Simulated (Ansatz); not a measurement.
# Si (P6/mmm) in Ansatz: electric field gradients with PBE

Aim: the electric field gradients of Si with PBE.

Everything below comes from runs of Ansatz 0.2.0. Logs are shortened: lines on timing, memory, paths and dates and some standing lists are left out, and cuts for length are marked.

## (1) The crystal as given

The structure is hexagonal, space group P6/mmm (No. 191). Conventional cell: a = 2.621 Å, b = 2.621 Å, c = 2.466 Å, α = 90.00°, β = 90.00°, γ = 120.00°. Si (site symmetry 6/mmm) has 8 Si at 2.47 to 2.62 Å as nearest neighbours.

This isn't the form of Si at room conditions, which is diamond.

## (2) Electric field gradients, PBE

Input file input.yaml:

```yaml
crystal:
  lattice:
    - [2.6205428149, 0.0, 0.0]
    - [-1.3102714075, 2.2694566494, 0.0]
    - [0.0, 0.0, 2.46635439]
  atoms:
    - { symbol: Si, position: [0.0, 0.0, 0.0] }
kpoints:
  mp_grid: { grid: [12, 12, 11] }
scf:
  occupations: { method: fermi_dirac, width: 0.05 }
hamiltonian:
  xc: pbe
  pseudopotentials: { kind: all_electron, datasets: crystal }
output:
  forces: true
  stress: true
  eigenvalues: true
  efg: {}
  elf: true
  volumetric_format: npy
```

Potentials or basis: all-electron PAW datasets made for the crystal.

Started as:

```console
$ ansatz run input.yaml --threads 1 --pin off --max-ram 3072MiB --backend cpu --events-out ev --progress --plain --runs-dir out
```

The program printed:

```text
Warning: RAYON_NUM_THREADS=1 ignored (pool sized by the plan → 1); use --threads N
hamiltonian.pseudopotentials.datasets: crystal makes datasets for this crystal and solves the spheres of its atoms anew in each pass: cutoff 200.0 eV, the density's 800.0 eV; for an error of 0.50 meV an atom under PBE, 0.5 meV for the cell; an energy difference from a run of another recipe may be off by several times the error for the cell, under r2SCAN by more, where some 0.1 meV an atom stays at smaller errors; Si in spheres of 1.233 Å, 4 of its electrons in bands
band count auto-derived: 7 (N_el = 4.0; filled up to band 2; 6 by the electrons, moments and atoms)
Engine: ansatz 0.2.0, aarch64-unknown-linux-gnu
Pseudopotentials: kind: all_electron
Pseudopotential: Si, paw, valence charge 4, recommended cutoff 200 eV (normal), crystal/all_electron/pbe/scalar/gaussian/Si, Koelling and Harmon's equation, gaussian nucleus
Functional definition: PBE
  parameter kappa = 0.804
  parameter beta = 0.06672455060314922
  exchange = pbe_x(kappa = kappa, mu = beta*pi^2/3)
  correlation = pbe_c(beta = beta)
Crystal: 1 atoms, lattice volume = 14.668 Å³
Basis set: ecut = 200 eV, 83 PW (Γ), exchange–correlation on 30×30×24 points (8 copies of the dense FFT grid, shifted against one another)
Bands: 7, of which v1, the nominal top of the filled ones, is band 2 counted from 1 (1 counted from 0)
Symmetry: 24 space group operations
Space group: P6/mmm (ITA 191), of the structure as read, at distance tolerance 2.4e-5 Å
k-points: 114 of 1584
Non-local potential: Si, projectors of the file, l = 0: 1, l = 1: 1
PAW form: soft (Blöchl's): semilocal exchange-correlation on the pseudo side does not see the compensation charge
PAW one-centre angular grid: Si, 110 points (default); XC on its mesh's 1965 points in the sphere
Initial density: superposition of atomic densities (neutral atoms: chi_scale 0, normalization atom)
Initial wavefunctions: pseudopotential atomic-orbital guess
Functional: x = pbe(κ = 0.804, μ = 0.2195149727645171), c = pbe(β = 0.06672455060314922)
iter 1 solved again at ethr=1.28e-3 eV; its pass at ethr=1.00e-1 eV (dr2=5.11e-2 eV) is discarded
SCF iter   1: F=—  HF=-7891.943287 eV  |F-HF|=—  |Δ(HF+E_count)|=         —  Δρ=2.63e-2  dr2=5.74e-2  ethr=1.28e-3  ⟨swp⟩=3.3  Hψ=5079  notcnv=0
preconditioner: auto → none  [metal: Δε(μ)=0.040 eV  Ē_g=15.816 eV  σ=0.050 eV  W_gap=0.19  n_scr=0 (ndim 8)  ℏωp=19.4 eV  f_vac=0.008  D(μ)=0.40/eV (n_scr^D=0)]
SCF iter   2: F=—  HF=-7891.956259 eV  |F-HF|=—  |Δ(HF+E_count)|=   1.30e-2  Δρ=1.32e-2  dr2=1.40e-2  ethr=1.28e-3  ⟨swp⟩=2.1  Hψ=1549  notcnv=0  defer=4
iter 3 solved again at ethr=1.19e-6 eV; its pass at ethr=3.49e-4 eV (dr2=4.77e-5 eV) is discarded
SCF iter   3: F=—  HF=-7891.965970 eV  |F-HF|=—  |Δ(HF+E_count)|=   9.71e-3  Δρ=7.27e-4  dr2=4.80e-5  ethr=1.19e-6  ⟨swp⟩=2.0  Hψ=3510  notcnv=0
SCF iter   4: F=—  HF=-7891.966034 eV  |F-HF|=—  |Δ(HF+E_count)|=   6.37e-5  Δρ=2.95e-4  dr2=7.74e-6  ethr=1.19e-6  ⟨swp⟩=2.0  Hψ=1033  notcnv=0
SCF iter   5: F=-7891.966044 eV  HF=-7891.966044 eV  |F-HF|=1.46e-8  |Δ(HF+E_count)|=   1.03e-5  Δρ=1.07e-5  dr2=1.80e-8  ethr=1.94e-7  ⟨swp⟩=2.0  Hψ=1033  notcnv=0
SCF 1 converged in 5 iterations: F = -7891.966043 eV  dr2 = 1.80e-8
  Residual-converged pass: ⟨swp⟩=3.9  Hψ=1419  notcnv=0  max |occ|·‖R‖ = 3.7e-6 eV (tolerance 3.7e-6 eV)  dr2=1.76e-8  dr2_onsite=1.60e-8  max |Δocc| = 3.1e-9
SCF converged after 5 iterations
Free energy (F): -7891.966043 eV
Harris-Foulkes:  -7891.966043 eV  (|F-HF|=1.46e-8)
Internal energy: -7891.962914 eV  (E = F + TS)
E sigma→0 (E₀):  -7891.964478 eV
Entropy (-TS):   -0.003129 eV (-3.129 meV/atom)
Past the cutoff: the bands carry plane waves up to 1.75 times it, of which those up to 1.5 times it add -0.000066 eV an atom, each by itself; the spheres take 0.000041 eV an atom off the energy for waves past 1.75 times it
By the cutoff:   a pressure is off by up to 0.005 GPa (1.2 times the spheres' own share and the shells' term, over an atom's volume, and 0.004 GPa: a bound that held against runs at twice the plane waves)
Past the cutoffs: a stress includes 0.0002 GPa for waves and charges beyond them, in addition to the slope of what the spheres take
In the spheres:  the bands' charges fall short by 2.3e-7 e at most (sound up to 1e-3)
Fermi energy:    11.899165 eV
--- Per-component energies (eV) ---
  E_band       = 25.297540
  E_kinetic    = 44.163897
  E_local      = 15.669838  (includes V_loc(G=0)·N_el)
  E_nonlocal   = 6.064918
  E_hartree    = 1.072930
  E_xc         = -38.636613
  E_vxc        = -49.226443  (∫ρ·V_xc dr)
  E_paw        = -7883.253803  (= ΣΔE_a)
  E_vpaw       = -91.093316  (= ΣTr[D̂ρ^β])
  E_ewald      = -134.616768
  E_smearing   = -0.003129  (= −TS)
  E_closure    = 97.572688  (closes the sum)
  Σ components = -7891.966043   (vs F -7891.966043, Δ=0.00e0)
  The terms above E_closure are by the made datasets' own strengths, without shells solved beside the bands.
--- Forces (eV/Å), atoms counted from 1 ---
  atom   1  Si     0.00000000     0.00000000     0.00000000
  max |Σ_I F_I| component: 1.03e-33 eV/Å
--- Stress (GPa, compression-positive) ---
        1.650488       0.000000       0.000000
       -0.000000       1.650488       0.000000
        0.000000       0.000000       5.978577
  P = ⅓ Tr σ = 3.0932 GPa (30.932 kbar)
--- PAW observables at the nuclei: V_zz in 10²¹ V/m², potentials from the cell's mean, atoms counted from 1 ---
  atom   1  Si V_zz =    -3.281438   η = 0.0000   by run symmetry: allowed
            electrostatic potential = -1361.957332 V   contact ρ = 12823.562421 e/Å³
--- Band table (eV; the first three rows and the last of 114) ---
  k-point 0: bands = ["-2.2095", "19.4366", "19.9355", "22.3073", "22.3073"]
  k-point 1: bands = ["-2.0159", "16.3108", "22.4586", "22.4586", "22.9736"]
  k-point 2: bands = ["-1.4381", "13.0714", "22.9102", "22.9102", "24.7967"]
  k-point 113: bands = ["10.5422", "10.9596", "10.9596", "13.4154", "16.0153"]
```

Run time: 2.3 s. Hardware: 1 thread of Arm Neoverse V1, shared host; peak memory 0.26 GiB.

What came out:

```yaml
Free_energy: -7891.9660 eV
Pressure: 3.1 GPa
Band_gap_on_the_k_mesh: none (metal or under the smearing width)
```
